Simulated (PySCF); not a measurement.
Basis-set dependence of population analyses: `CC(=O)O`

Compound: C2H4O2.
Structure used (PBE0-D3(BJ)/def2-SVP), in Å, numbered top down from 1:
```xyz
8
C2H4O2 angstrom
C     -0.9208   -0.0342   -0.2721
C      0.4673    0.2969    0.1869
O      0.8456    1.3774    0.5529
O      1.2717   -0.7780    0.1640
H     -1.4161   -0.6533    0.4915
H     -1.4895    0.8908   -0.4158
H     -0.8914   -0.6217   -1.2000
H      2.1332   -0.4778    0.4926
```

PBE0 throughout (PySCF), one geometry, spherical d and f functions. One conformer (not necessarily the lowest) at the PBE0-D3(BJ)/def2-SVP geometry, without solvent, vibrations or thermal averaging. Atoms taken as equivalent share a column and are averaged.

Mulliken charges (e):

```
        basis  functions      C1      C2      O3      O4  H5/H6/H7      H8
       STO-3G         24  -0.261  +0.238  -0.246  -0.257    +0.099  +0.231
        6-31G         44  -0.541  +0.470  -0.405  -0.550    +0.210  +0.397
     pcSseg-0         44  -0.685  +0.579  -0.482  -0.593    +0.267  +0.379
       6-31G*         64  -0.616  +0.569  -0.439  -0.591    +0.215  +0.433
     def2-SVP         76  -0.079  +0.120  -0.249  -0.211    +0.077  +0.188
      cc-pVDZ         76  -0.068  +0.118  -0.254  -0.183    +0.076  +0.158
     pcSseg-1         88  -0.281  +0.360  -0.404  -0.360    +0.149  +0.239
  aug-cc-pVDZ        128  +0.301  +0.659  -0.558  -0.453    -0.035  +0.156
6-311+G(2d,p)        132  -0.472  +0.487  -0.462  -0.372    +0.173  +0.298
    def2-TZVP        148  -0.358  +0.279  -0.322  -0.367    +0.146  +0.330
      cc-pVTZ        176  -0.290  +0.268  -0.304  -0.250    +0.119  +0.218
     IGLO-III        180  -0.397  +0.515  -0.461  -0.393    +0.145  +0.300
```

IAO charges (e):

| basis | functions | C1 | C2 | O3 | O4 | H5/H6/H7 | H8 |
| --- | --- | --- | --- | --- | --- | --- | --- |
| STO-3G | 24 | -0.444 | +0.271 | -0.257 | -0.296 | +0.151 | +0.272 |
| 6-31G | 44 | -0.485 | +0.483 | -0.435 | -0.466 | +0.179 | +0.365 |
| pcSseg-0 | 44 | -0.485 | +0.478 | -0.428 | -0.451 | +0.176 | +0.357 |
| 6-31G* | 64 | -0.475 | +0.539 | -0.460 | -0.481 | +0.170 | +0.367 |
| def2-SVP | 76 | -0.465 | +0.532 | -0.454 | -0.477 | +0.166 | +0.367 |
| cc-pVDZ | 76 | -0.475 | +0.535 | -0.454 | -0.481 | +0.169 | +0.368 |
| pcSseg-1 | 88 | -0.472 | +0.540 | -0.465 | -0.486 | +0.171 | +0.371 |
| aug-cc-pVDZ | 128 | -0.483 | +0.550 | -0.473 | -0.498 | +0.175 | +0.380 |
| 6-311+G(2d,p) | 132 | -0.485 | +0.551 | -0.474 | -0.499 | +0.176 | +0.380 |
| def2-TZVP | 148 | -0.486 | +0.554 | -0.474 | -0.498 | +0.175 | +0.378 |
| cc-pVTZ | 176 | -0.488 | +0.553 | -0.471 | -0.497 | +0.175 | +0.378 |
| IGLO-III | 180 | -0.487 | +0.552 | -0.475 | -0.500 | +0.176 | +0.381 |

Some averages cover members that differ in this geometry, most widely: H5/H6/H7, Mulliken in aug-cc-pVDZ -0.063 to -0.006 e.

Q: Which scheme is steadiest as the basis changes?

A: Largest range over the bases for any column: IAO 0.28 e, Mulliken 0.99 e. IAO charges move least and Mulliken charges most, counted in e. Without the minimal STO-3G basis the ranges are IAO 0.08, Mulliken 0.99 e.

Q: How much do the charges still move between the two largest bases, cc-pVTZ and IGLO-III?

A: At most, over all atoms: Mulliken 0.247 e, IAO 0.004 e.

Q: What do the same runs give for the total energy, the frontier levels and the dipole moment?

A: 
```csv
basis,energy (Eh),HOMO (eV),LUMO (eV),μ (D)
STO-3G,-225.7899,-4.37,3.78,0.96
6-31G,-228.7468,-8.02,0.27,1.52
pcSseg-0,-228.2761,-8.18,0.21,1.52
6-31G*,-228.8261,-7.78,0.63,1.60
def2-SVP,-228.6659,-7.92,0.49,1.65
cc-pVDZ,-228.8505,-7.76,0.62,1.62
pcSseg-1,-228.8154,-8.11,0.30,1.73
aug-cc-pVDZ,-228.8713,-8.15,-0.19,1.80
"6-311+G(2d,p)",-228.9113,-8.19,0.10,1.78
def2-TZVP,-228.9309,-8.12,0.25,1.74
cc-pVTZ,-228.9223,-8.04,0.33,1.72
IGLO-III,-228.9361,-8.16,0.15,1.79
```

The dipole is fixed by the density alone, so its range of 0.84 D shows that the density itself changes with the basis, not only its division among atoms.
